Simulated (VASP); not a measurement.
# MgO (Fm-3m) in VASP: a series of runs

Runs on MgO. Level: PBE. Tasks: relaxation of cell and atoms.

Program: VASP 6.6.1. These are calculated values, not measurements. Logs are shortened: lines on timing, memory, paths and dates and some standing lists are left out, and cuts for length are marked.

## (1) The crystal as given

Symmetry: Fm-3m, No. 225, cubic system. The conventional cell has a = 4.210 Å, b = 4.210 Å, c = 4.210 Å, α = 90.00°, β = 90.00°, γ = 90.00°. Mg (site symmetry m-3m) has 6 O at 2.10 Å as nearest neighbours. O (site symmetry m-3m) has 6 Mg at 2.10 Å as nearest neighbours.

## (2) Relaxation of cell and atoms, PBE

Input file INCAR:

```
SYSTEM = MgO
PREC = Accurate
ENCUT = 520
EDIFF = 1E-7
ISMEAR = 0
SIGMA = 0.02
LREAL = .False.
LASPH = .True.
NELM = 100
ALGO = Normal
ISIF = 3
LWAVE = .False.
LCHARG = .False.
GGA = PE
IBRION = 2
NSW = 80
EDIFFG = -0.002
```

Input file KPOINTS:

```
regular mesh
0
Gamma
  2 2 2
  0 0 0
```

Input file POSCAR:

```
MgO
1.0
    0.0000000000      2.1050000000      2.1050000000
    2.1050000000      0.0000000000      2.1050000000
    2.1050000000      2.1050000000      0.0000000000
Mg O
1 1
Direct
    0.0000000000      0.0000000000      0.0000000000
    0.5000000000      0.5000000000      0.5000000000
```

Potentials or basis: VASP PAW PBE potentials, release 64 (Mg, O).

Command:

```console
> cat potpaw_PBE.64/Mg/POTCAR potpaw_PBE.64/O/POTCAR > POTCAR
> mpirun -np 1 vasp_std > vasp.out
```

OUTCAR:

```text
SYSTEM = MgO
   PREC = Accurate
   ENCUT = 520
   EDIFF = 1E-7
   ISMEAR = 0
   LREAL = .False.
   LASPH = .True.
   NELM = 100
   ISIF = 3
   GGA = PE
   IBRION = 2
   NSW = 80
   EDIFFG = -0.002

 ion  position               nearest neighbor table
   1  0.000  0.000  0.000-   2 2.10   2 2.10   2 2.10   2 2.10   2 2.10   2 2.10
   2  0.500  0.500  0.500-   1 2.10   1 2.10   1 2.10   1 2.10   1 2.10   1 2.10

  LATTYP: Found a face centered cubic cell.
 ALAT       =     4.2100000000

  Lattice vectors:

 A1 = (   0.0000000000,   2.1050000000,   2.1050000000)
 A2 = (   2.1050000000,   0.0000000000,   2.1050000000)
 A3 = (   2.1050000000,   2.1050000000,   0.0000000000)

Analysis of symmetry for initial positions (statically):
=====================================================================
 Subroutine PRICEL returns:
 Original cell was already a primitive cell.

 Routine SETGRP: Setting up the symmetry group for a
 face centered cubic supercell.

 Subroutine GETGRP returns: Found 48 space group operations
 (whereof 48 operations were pure point group operations)
 out of a pool of 48 trial point group operations.

The static configuration has the point symmetry O_h .

Analysis of symmetry for dynamics (positions and initial velocities):
=====================================================================
 Subroutine PRICEL returns:
 Original cell was already a primitive cell.

 Routine SETGRP: Setting up the symmetry group for a
 face centered cubic supercell.

 Subroutine GETGRP returns: Found 48 space group operations
 (whereof 48 operations were pure point group operations)
 out of a pool of 48 trial point group operations.

The dynamic configuration has the point symmetry O_h .

 Subroutine INISYM returns: Found 48 space group operations
 (whereof 48 operations are pure point group operations),
 and found     1 'primitive' translations

----------------------------------------------------------------------------------------

                                     Primitive cell

  volume of cell :      18.6546

  direct lattice vectors                    reciprocal lattice vectors
     0.000000000  2.105000000  2.105000000    -0.237529691  0.237529691  0.237529691
     2.105000000  0.000000000  2.105000000     0.237529691 -0.237529691  0.237529691
     2.105000000  2.105000000  0.000000000     0.237529691  0.237529691 -0.237529691

  length of vectors
     2.976919549  2.976919549  2.976919549     0.411413493  0.411413493  0.411413493

[... 52 lines left out ...]
   ISPIN  =      1    spin polarized calculation?
   LNONCOLLINEAR =      F non collinear calculations
   LSORBIT =      F    spin-orbit coupling
   LASPH  =      T    aspherical Exc in radial PAW
   ENCUT  =  520.0 eV  38.22 Ry    6.18 a.u.   5.54  5.54  5.54*2*pi/ulx,y,z
   NELM   =    100;   NELMIN=  2; NELMDL= -5     # of ELM steps
   EDIFF  = 0.1E-06   stopping-criterion for ELM
   LREAL  =      F    real-space projection
   EDIFFG = -.2E-02   stopping-criterion for IOM
   NSW    =     80    number of steps for IOM
   IBRION =      2    ionic relax: 0-MD 1-quasi-New 2-CG
   NFREE  =      1    steps in history (QN), initial steepest desc. (CG)
   ISIF   =      3    stress and relaxation
   ISYM   =      2    0-nonsym 1-usesym 2-fastsym
   POTIM  = 0.5000    time-step for ionic-motion
   TEBEG  =    0.0;   TEEND  =   0.0 temperature during run
   PSTRESS=    0.0 pullay stress
   NELECT =       8.0000    total number of electrons
   NUPDOWN=      -1.0000    fix difference up-down
   EMIN   =  10.00;   EMAX   =-10.00  energy-range for DOS
   EFERMI =   0.00;   METHOD = LEGACY
   ISMEAR =     0;   SIGMA  =   0.02  broadening in eV -4-tet -1-fermi 0-gaus
   EFERMI_NEDOS =   21; number of points for ismear=-14 and -15
   IALGO  =     38    algorithm
   IMIX   =      4    mixing-type and parameters
     AMIX     =   0.40;   BMIX     =  1.00
     AMIX_MAG =   1.60;   BMIX_MAG =  1.00
  volume/ion in A,a.u.               =       9.33        62.94
  Fermi-wavevector in a.u.,A,eV,Ry     =   1.234552  2.332965 20.736894  1.524119
  Thomas-Fermi vector in A             =   2.369237
   LORBIT       =      0    0 simple, 1 ext, 2 COOP (PROOUT), +10 PAW based schemes
   GGA     = PE    functional components
   LHFCALC =     F    Hartree Fock is set to
   AEXX    =    0.0000 exact exchange contribution
   IVDW    =     0    specifies the selected vdW correction
   LEPSILON=     F    determine dielectric tensor
   LRPA    =     F    only Hartree local field effects (RPA)
 conjugate gradient relaxation of ions
 non-spin polarized calculation
 Gauss-broadening in eV      SIGMA  =   0.02
  energy-cutoff  :      520.00
  volume of cell :       18.65
 maximum number of plane-waves:       531
 NGX is ok and might be reduce to    24
   NGX = 11   NGY = 11   NGZ = 11

--------------------------------------- Ionic step        1  -------------------------------------------

 number of electron       8.0000005 magnetization

 Free energy of the ion-electron system (eV)
  ---------------------------------------------------
  ext. energy  EPLUGINS =         0.00000000
  ---------------------------------------------------
  free energy    TOTEN  =       -11.03002608 eV

  energy without entropy =      -11.03002608  energy(sigma->0) =      -11.03002608

------------------------ aborting loop because EDIFF is reached ----------------------------------------

  FORCE on cell =-STRESS in cart. coord.  units (eV):
  Direction    XX          YY          ZZ          XY          YZ          ZX
  --------------------------------------------------------------------------------------
  -------------------------------------------------------------------------------------
  Total        1.0324039      1.0324039      1.0324039     -0.0000000     -0.0000000     -0.0000000
  in kB       88.6694281     88.6694281     88.6694281     -0.0000000     -0.0000000     -0.0000000
  external PRESSURE =      88.6694281 kB  Pullay stress =       0.0000000 kB
[... 59 lines left out ...]
--------------------------------------- Ionic step        3  -------------------------------------------

 number of electron       8.0000000 magnetization

 Free energy of the ion-electron system (eV)
  ---------------------------------------------------
  ext. energy  EPLUGINS =         0.00000000
  ---------------------------------------------------
  free energy    TOTEN  =       -11.05767631 eV

  energy without entropy =      -11.05767631  energy(sigma->0) =      -11.05767631

 E-fermi :   3.4766     XC(G=0): -10.7234

 val. band max:        3.2989552104   @ k =   0.0000   0.0000   0.0000
 cond. band min:       7.2674896363   @ k =   0.0000   0.0000   0.0000
 fundamental gap:      3.9685344258
 Fermi energy:         3.4765692143

 k-point     1 :       0.0000    0.0000    0.0000
  band No.  band energies     occupation
      1     -13.7602      2.00000
      2       3.2990      2.00000
      3       3.2990      2.00000
      4       3.2990      2.00000
      5       7.2675      0.00000
      6      18.3826      0.00000
      7      18.3826      0.00000
      8      18.3826      0.00000
[... 49 lines left out ...]
  FREE ENERGIE OF THE ION-ELECTRON SYSTEM (eV)
  ---------------------------------------------------
  free  energy   TOTEN  =       -11.0576763071 eV

  energy  without entropy=      -11.0576763071  energy(sigma->0) =      -11.05767631

 reached required accuracy - stopping structural energy minimisation
```

CONTCAR:

```text
MgO
   1.00000000000000
    -0.0000000000000000    2.1435596848365992    2.1435596848365992
     2.1435596848365992   -0.0000000000000000    2.1435596848365992
     2.1435596848365992    2.1435596848365992   -0.0000000000000000
  Mg              O
     1     1
Direct
     0.0000000000000000    0.0000000000000000    0.0000000000000000
     0.5000000000000000    0.5000000000000000    0.5000000000000000

  0.00000000E+00  0.00000000E+00  0.00000000E+00
  0.00000000E+00  0.00000000E+00  0.00000000E+00
```

It took 3.4 s on 1 thread of Intel Xeon 6975P-C (Granite Rapids), shared host; peak memory 0.13 GiB.

Results:

* Free energy: -11.0577 eV
* Relaxed volume: 9.85 Å³/atom
* Relaxed cell: a = 3.031 Å, b = 3.031 Å, c = 3.031 Å, α = 60.00°, β = 60.00°, γ = 60.00°
* Space group after relaxing (to 0.05 Å): Fm-3m (No. 225)
* Energy gained by relaxing: 13.8 meV/atom
* Ionic steps: 3
* Pressure after relaxing: 0.0 GPa
* Band gap on the k mesh: 3.97 eV, direct

The path:
```tsv
step	energy change (eV)	largest force (eV/Å)	pressure (GPa)	volume (Å³)
1	0.0000	0.0000	8.87	18.65
2	-0.0244	0.0000	-2.70	20.08
3	-0.0277	0.0000	0.02	19.70
```

Final structure:
```
Mg O
1.0
     0.00000    2.14356    2.14356
     2.14356    0.00000    2.14356
     2.14356    2.14356    0.00000
Mg O
1 1
Direct
  0.00000 0.00000 0.00000
  0.50000 0.50000 0.50000
```

Levels at points of the mesh, in eV from the valence-band top:
```csv
k point,band 1,band 2,band 3,band 4,band 5,band 6,band 7,band 8
"(0.00, 0.00, 0.00)",-17.06,0.00,0.00,0.00,3.97,15.08,15.08,15.08
"(0.50, 0.00, 0.00)",-15.85,-4.59,-0.62,-0.62,7.24,11.91,15.32,15.32
"(0.50, 0.50, 0.00)",-15.60,-4.05,-1.34,-1.34,8.67,8.97,12.44,17.89
```

Caveat: the k mesh is coarse (spacing up to 1.29 Å⁻¹), so the values aren't converged.

## (3) Relaxation of cell and atoms, PBE

This run uses another cell than the first one, of 9.85 Å³/atom, 1.056 times its volume.

INCAR is that of step 2.

KPOINTS is that of step 2.

Input file POSCAR:

```
MgO                                     
1.0
   -0.0000000000      2.1435596848      2.1435596848
    2.1435596848     -0.0000000000      2.1435596848
    2.1435596848      2.1435596848     -0.0000000000
  Mg              O             
     1     1
Direct
     0.0000000000000000    0.0000000000000000    0.0000000000000000
     0.5000000000000000    0.5000000000000000    0.5000000000000000
```

Potentials or basis: VASP PAW PBE potentials, release 64 (Mg, O).

Command:

```console
> cat potpaw_PBE.64/Mg/POTCAR potpaw_PBE.64/O/POTCAR > POTCAR
> mpirun -np 1 vasp_std > vasp.out
```

Run time: 2 s. Hardware: 1 thread of Intel Xeon 6975P-C (Granite Rapids), shared host; peak memory 0.13 GiB.

The run converged. Its results:

```
Free energy                            : -11.0593 eV
Relaxed volume                         : 9.85 Å³/atom
Relaxed cell                           : a = 3.032 Å, b = 3.032 Å, c = 3.032 Å, α = 60.00°, β = 60.00°, γ = 60.00°
Space group after relaxing (to 0.05 Å) : Fm-3m (No. 225)
Energy gained by relaxing              : 0.0 meV/atom
Ionic steps                            : 2
Pressure after relaxing                : 0.0 GPa
Band gap on the k mesh                 : 3.96 eV, direct
```

Final structure:
```
Mg O
1.0
     0.00000    2.14387    2.14387
     2.14387    0.00000    2.14387
     2.14387    2.14387    0.00000
Mg O
1 1
Cartesian
  2.1439 4.2877 2.1439
  2.1439 2.1439 2.1439
```

Levels at points of the mesh, in eV from the valence-band top:
```csv
k point,band 2,band 3,band 4,band 5,band 6,band 7
"(0.00, 0.00, 0.00)",0.00,0.00,0.00,3.96,15.08,15.08
"(0.50, 0.00, 0.00)",-4.59,-0.62,-0.62,7.24,11.90,15.32
"(0.50, 0.50, 0.00)",-4.04,-1.34,-1.34,8.67,8.96,12.44
```

Caveat: the k mesh is coarse (spacing up to 1.27 Å⁻¹), so the values aren't converged.
